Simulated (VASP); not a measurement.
# Li (P1) in VASP: notebook

The runs below take Li through single point, with PBE.

All numbers are computed with VASP 6.6.1; they aren't measurements. Logs are shortened: lines on timing, memory, paths and dates and some standing lists are left out, and cuts for length are marked.

### Step 1. The crystal as given

The typed cell holds 16 atoms: a = 7.094 Å, b = 7.094 Å, c = 7.094 Å, α = 90.00°, β = 90.00°, γ = 90.00°.

The cell was built by a generator and needn't be a form met in nature.

### Step 2. Single point, PBE

INCAR

```
SYSTEM = Li
ALGO     = Normal         ! electronic algorithm
EDIFF    = 1E-6           ! SCF threshold, eV
ENCUT    = 520            ! plane-wave cutoff, eV
GGA      = PE             ! functional
ISIF     = 2              ! what is computed and relaxed
ISMEAR   = -1             ! smearing method
LASPH    = .TRUE.         ! aspherical terms in the spheres
LCHARG   = .FALSE.        ! write CHGCAR
LREAL    = Auto         
LWAVE    = .FALSE.        ! write WAVECAR
NBANDS   = 38             ! bands
NELM     = 60             ! most SCF steps
PREC     = Accurate       ! precision mode
SIGMA    = 0.16           ! smearing width, eV
```

KPOINTS

```
k-points
0
G
  2 2 2
  0 0 0
```

POSCAR

```
Li
1.0
    7.0944470000      0.0000000000      0.0000000000
    0.0000000000      7.0944470000      0.0000000000
    0.0000000000      0.0000000000      7.0944470000
Li
16
Direct
   -0.0885058413      0.0221299842     -0.0420046834
    0.4997006814     -0.0284870688      0.0081895037
    0.0386358514      0.5298087363      0.0950884544
   -0.0008739229      0.0142505822      0.5096239355
    0.2737493141      0.1466921946      0.2064713430
    0.4478573171      0.5366873556      0.0613719434
    0.5314297224     -0.0199733679      0.4474062601
    0.6812652205      0.2685339675      0.2325480760
    0.0404118883      0.4139716598      0.4838573042
    0.2798667747      0.7368298051      0.3427751310
    0.2478135364      0.2025809764      0.7396066247
    0.4669567621      0.4033013426      0.5240295685
    0.7110208872      0.6894547242      0.2749897208
    0.7226215095      0.3277492946      0.7838524976
    0.2562708552      0.7634280727      0.7308673953
    0.7672761527      0.6928376518      0.7241297313
```

Potentials or basis: VASP PAW PBE potentials, release 64 (Li_sv).

Started as:

```sh
> cat potpaw_PBE.64/Li_sv/POTCAR > POTCAR
> mpirun -np 1 vasp_std > vasp.out
```

OUTCAR:

```text
SYSTEM = Li
   EDIFF = 1E-6
   ENCUT = 520
   GGA = PE
   ISIF = 2
   ISMEAR = -1
   LASPH = .TRUE.
   LREAL = Auto
   NELM = 60
   PREC = Accurate

 ion  position               nearest neighbor table
   1  0.911  0.022  0.958-
   2  0.500  0.972  0.008-   5 2.47
   3  0.039  0.530  0.095-
   4  0.999  0.014  0.510-
   5  0.274  0.147  0.206-   2 2.47
   6  0.448  0.537  0.061-
   7  0.531  0.980  0.447-  10 2.59
   8  0.681  0.269  0.233-
   9  0.040  0.414  0.484-
  10  0.280  0.737  0.343-   7 2.59
  11  0.248  0.203  0.740-
  12  0.467  0.403  0.524-
  13  0.711  0.689  0.275-
  14  0.723  0.328  0.784-
  15  0.256  0.763  0.731-
  16  0.767  0.693  0.724-

  LATTYP: Found a simple cubic cell.
 ALAT       =     7.0944470000

  Lattice vectors:

 A1 = (   7.0944470000,   0.0000000000,   0.0000000000)
 A2 = (   0.0000000000,   7.0944470000,   0.0000000000)
 A3 = (   0.0000000000,   0.0000000000,   7.0944470000)

Analysis of symmetry for initial positions (statically):
=====================================================================
 Subroutine PRICEL returns:
 Original cell was already a primitive cell.

 Routine SETGRP: Setting up the symmetry group for a
 simple cubic supercell.

 Subroutine GETGRP returns: Found  1 space group operations
 (whereof  1 operations were pure point group operations)
 out of a pool of 48 trial point group operations.

The static configuration has the point symmetry C_1 .

Analysis of symmetry for dynamics (positions and initial velocities):
=====================================================================
 Subroutine PRICEL returns:
 Original cell was already a primitive cell.

 Routine SETGRP: Setting up the symmetry group for a
 simple cubic supercell.

 Subroutine GETGRP returns: Found  1 space group operations
 (whereof  1 operations were pure point group operations)
 out of a pool of 48 trial point group operations.

The dynamic configuration has the point symmetry C_1 .

 Subroutine INISYM returns: Found  1 space group operations
 (whereof  1 operations are pure point group operations),
 and found     1 'primitive' translations

----------------------------------------------------------------------------------------

                                     Primitive cell

  volume of cell :     357.0719

  direct lattice vectors                    reciprocal lattice vectors
     7.094447000  0.000000000  0.000000000     0.140955313  0.000000000  0.000000000
     0.000000000  7.094447000  0.000000000     0.000000000  0.140955313  0.000000000
     0.000000000  0.000000000  7.094447000     0.000000000  0.000000000  0.140955313

  length of vectors
     7.094447000  7.094447000  7.094447000     0.140955313  0.140955313  0.140955313

  position of ions in fractional coordinates (direct lattice)
     0.911494159  0.022129984  0.957995317
     0.499700681  0.971512931  0.008189504
     0.038635851  0.529808736  0.095088454
     0.999126077  0.014250582  0.509623936
     0.273749314  0.146692195  0.206471343
     0.447857317  0.536687356  0.061371943
[... 8 lines left out ...]
     0.256270855  0.763428073  0.730867395
     0.767276153  0.692837652  0.724129731

  ion indices of the primitive-cell ions
   primitive index   ion index
                 1           1
                 2           2
                 3           3
                 4           4
                 5           5
                 6           6
[... 8 lines left out ...]
                15          15
                16          16

----------------------------------------------------------------------------------------

 KPOINTS: k-points

Automatic generation of k-mesh.
 Grid dimensions read from file:
 generate k-points for:    2    2    2

 Generating k-lattice:

  Cartesian coordinates                     Fractional coordinates (reciprocal lattice)
     0.070477657  0.000000000  0.000000000     0.500000000  0.000000000  0.000000000
     0.000000000  0.070477657  0.000000000     0.000000000  0.500000000  0.000000000
     0.000000000  0.000000000  0.070477657     0.000000000  0.000000000  0.500000000

  Length of vectors
     0.070477657  0.070477657  0.070477657

  Shift w.r.t. Gamma in fractional coordinates (k-lattice)
     0.000000000  0.000000000  0.000000000

 Subroutine IBZKPT returns following result:
 ===========================================

 Found      8 irreducible k-points:

 Following reciprocal coordinates:
            Coordinates               Weight
  0.000000  0.000000  0.000000      1.000000
  0.500000  0.000000  0.000000      1.000000
  0.000000  0.500000  0.000000      1.000000
  0.000000  0.000000  0.500000      1.000000
  0.500000  0.500000  0.000000      1.000000
  0.000000  0.500000  0.500000      1.000000
  0.500000  0.000000  0.500000      1.000000
  0.500000  0.500000  0.500000      1.000000
   k-points           NKPTS =      8   k-points in BZ     NKDIM =      8   number of bands    NBANDS=     38
   number of dos      NEDOS =    301   number of ions     NIONS =     16
   total plane-waves  NPLWV = 157464
   dimension x,y,z NGX =    54 NGY =   54 NGZ =   54
   dimension x,y,z NGXF=   108 NGYF=  108 NGZF=  108
   ions per type =              16
   NGX,Y,Z   is equivalent  to a cutoff of  12.65, 12.65, 12.65 a.u.
   NGXF,Y,Z  is equivalent  to a cutoff of  25.31, 25.31, 25.31 a.u.
 SYSTEM =  Li
   PREC   = accura    normal or accurate (medium, high low for compatibility)
   ISTART =      0    job   : 0-new  1-cont  2-samecut
   ICHARG =      2    charge: 1-file 2-atom 10-const
   ISPIN  =      1    spin polarized calculation?
   LNONCOLLINEAR =      F non collinear calculations
   LSORBIT =      F    spin-orbit coupling
   LASPH  =      T    aspherical Exc in radial PAW
   ENCUT  =  520.0 eV  38.22 Ry    6.18 a.u.  13.19 13.19 13.19*2*pi/ulx,y,z
   NELM   =     60;   NELMIN=  2; NELMDL= -5     # of ELM steps
   EDIFF  = 0.1E-05   stopping-criterion for ELM
   LREAL  =      T    real-space projection
   EDIFFG = 0.1E-04   stopping-criterion for IOM
   NSW    =      0    number of steps for IOM
   IBRION =     -1    ionic relax: 0-MD 1-quasi-New 2-CG
   NFREE  =      0    steps in history (QN), initial steepest desc. (CG)
   ISIF   =      2    stress and relaxation
   ISYM   =      2    0-nonsym 1-usesym 2-fastsym
   POTIM  = 0.5000    time-step for ionic-motion
   TEBEG  =    0.0;   TEEND  =   0.0 temperature during run
   PSTRESS=    0.0 pullay stress
   NELECT =      48.0000    total number of electrons
   NUPDOWN=      -1.0000    fix difference up-down
   EMIN   =  10.00;   EMAX   =-10.00  energy-range for DOS
   EFERMI =   0.00;   METHOD = LEGACY
   ISMEAR =    -1;   SIGMA  =   0.16  broadening in eV -4-tet -1-fermi 0-gaus
   EFERMI_NEDOS =   21; number of points for ismear=-14 and -15
   IALGO  =     38    algorithm
   IMIX   =      4    mixing-type and parameters
     AMIX     =   0.40;   BMIX     =  1.00
     AMIX_MAG =   1.60;   BMIX_MAG =  1.00
  volume/ion in A,a.u.               =      22.32       150.60
  Fermi-wavevector in a.u.,A,eV,Ry     =   0.838629  1.584780  9.568965  0.703299
  Thomas-Fermi vector in A             =   1.952715
   LORBIT       =      0    0 simple, 1 ext, 2 COOP (PROOUT), +10 PAW based schemes
   GGA     = PE    functional components
   LHFCALC =     F    Hartree Fock is set to
   AEXX    =    0.0000 exact exchange contribution
   IVDW    =     0    specifies the selected vdW correction
   LEPSILON=     F    determine dielectric tensor
   LRPA    =     F    only Hartree local field effects (RPA)
 non-spin polarized calculation
  energy-cutoff  :      520.00
  volume of cell :      357.07
 maximum number of plane-waves:      9771
 NGX is ok and might be reduce to    54
   NGX = 27   NGY = 27   NGZ = 27

 number of electron      48.0000016 magnetization

 Free energy of the ion-electron system (eV)
  ---------------------------------------------------
  ext. energy  EPLUGINS =         0.00000000
  ---------------------------------------------------
  free energy    TOTEN  =       -29.04312158 eV

  energy without entropy =      -28.29844749  energy(sigma->0) =      -28.67078453

 E-fermi :   0.2091     XC(G=0):  -6.7900

 val. band max:        0.1795733809   @ k =   0.0000   0.5000   0.5000
 cond. band min:       0.2300035367   @ k =   0.5000   0.5000   0.0000
 fundamental gap:      0.0504301558
 Fermi energy:         0.2091043736

 k-point     1 :       0.0000    0.0000    0.0000
  band No.  band energies     occupation
      1     -46.7182      2.00000
      2     -46.6688      2.00000
      3     -46.6563      2.00000
      4     -46.5581      2.00000
      5     -46.5067      2.00000
      6     -46.4550      2.00000
[... 28 lines left out ...]
     35       3.0369      0.00000
     36       3.5761      0.00000

 k-point     2 :       0.5000    0.0000    0.0000
  band No.  band energies     occupation
      1     -46.7181      2.00000
      2     -46.6687      2.00000
      3     -46.6563      2.00000
      4     -46.5580      2.00000
      5     -46.5067      2.00000
      6     -46.4549      2.00000
[... 28 lines left out ...]
     35       3.1461      0.00000
     36       3.2726      0.00000

 k-point     3 :       0.0000    0.5000    0.0000
  band No.  band energies     occupation
      1     -46.7181      2.00000
      2     -46.6687      2.00000
      3     -46.6563      2.00000
      4     -46.5580      2.00000
      5     -46.5067      2.00000
      6     -46.4550      2.00000
[... 28 lines left out ...]
     35       3.2596      0.00000
     36       3.3767      0.00000
[... 118 lines left out ...]
 k-point     7 :       0.5000    0.0000    0.5000
  band No.  band energies     occupation
      1     -46.7181      2.00000
      2     -46.6687      2.00000
      3     -46.6562      2.00000
      4     -46.5580      2.00000
      5     -46.5067      2.00000
      6     -46.4549      2.00000
[... 28 lines left out ...]
     35       3.5771      0.00000
     36       3.9490      0.00000

 k-point     8 :       0.5000    0.5000    0.5000
  band No.  band energies     occupation
      1     -46.7181      2.00000
      2     -46.6687      2.00000
      3     -46.6563      2.00000
      4     -46.5580      2.00000
      5     -46.5067      2.00000
      6     -46.4549      2.00000
[... 28 lines left out ...]
     35       3.0210      0.00000
     36       3.1061      0.00000
 [bands above 36 left out]

------------------------ aborting loop because EDIFF is reached ----------------------------------------

  FORCE on cell =-STRESS in cart. coord.  units (eV):
  Direction    XX          YY          ZZ          XY          YZ          ZX
  --------------------------------------------------------------------------------------
  -------------------------------------------------------------------------------------
  Total       -0.4655216     -0.5070092     -1.2698007     -0.0369604     -0.1229240      0.3424182
  in kB       -2.0887899     -2.2749442     -5.6975810     -0.1658409     -0.5515584      1.5364266
  external PRESSURE =      -3.3537717 kB  Pullay stress =       0.0000000 kB

 VOLUME and BASIS-vectors are now :
 -----------------------------------------------------------------------------
  energy-cutoff  :      520.00
  volume of cell :      357.07
      direct lattice vectors                 reciprocal lattice vectors
     7.094447000  0.000000000  0.000000000     0.140955313  0.000000000  0.000000000
     0.000000000  7.094447000  0.000000000     0.000000000  0.140955313  0.000000000
     0.000000000  0.000000000  7.094447000     0.000000000  0.000000000  0.140955313

 POSITION                                       TOTAL-FORCE (eV/Angst)
 -----------------------------------------------------------------------------------
      6.46655      0.15700      6.79645         0.272891     -0.185426      0.247498
      3.54510      6.89235      0.05810         0.266343     -0.310326     -0.354742
      0.27410      3.75870      0.67460        -0.136910     -0.134468     -0.441507
      7.08825      0.10110      3.61550        -0.332015     -0.163600     -0.235322
      1.94210      1.04070      1.46480        -0.468227      0.413421      0.199231
      3.17730      3.80750      0.43540        -0.050328     -0.251886     -0.457400
[... 8 lines left out ...]
      1.81810      5.41610      5.18510        -0.022907     -0.175189      0.221038
      5.44340      4.91530      5.13730        -0.073924      0.252397     -0.057347
 -----------------------------------------------------------------------------------
    total drift:                               -0.003870      0.004696     -0.008388

  FREE ENERGIE OF THE ION-ELECTRON SYSTEM (eV)
  ---------------------------------------------------
  free  energy   TOTEN  =       -29.0431215787 eV

  energy  without entropy=      -28.2984474867  energy(sigma->0) =      -28.67078453
```

It took 2.3 min on 1 thread of Intel Xeon Platinum 8259CL at 2.50GHz (Skylake/Cascade Lake), shared host; peak memory 0.37 GiB.

Results:

```yaml
Free_energy: -29.0431 eV
Largest_force: 0.678 eV/Å
Band_gap_on_the_k_mesh: none (metal or under the smearing width)
```

Forces in eV/Å, atoms in the order of the input:
```
Li   0.273 -0.185  0.247
Li   0.266 -0.310 -0.355
Li  -0.137 -0.134 -0.442
Li  -0.332 -0.164 -0.235
Li  -0.468  0.413  0.199
Li  -0.050 -0.252 -0.457
Li   0.177  0.226  0.614
Li   0.424 -0.003 -0.044
Li  -0.223  0.239 -0.010
Li  -0.236 -0.002 -0.128
Li   0.088 -0.040  0.489
Li  -0.094  0.413 -0.351
Li   0.320  0.112  0.122
Li   0.089 -0.389  0.186
Li  -0.023 -0.175  0.221
Li  -0.074  0.252 -0.057
```

Caveat: the k mesh is coarse (spacing up to 0.44 Å⁻¹), so the values aren't converged; the cutoff is under 1.25 times the usual one of these potentials, so pressure, stress and relaxed cells hold a basis-set (Pulay) error.

[end of part 1 of 2]
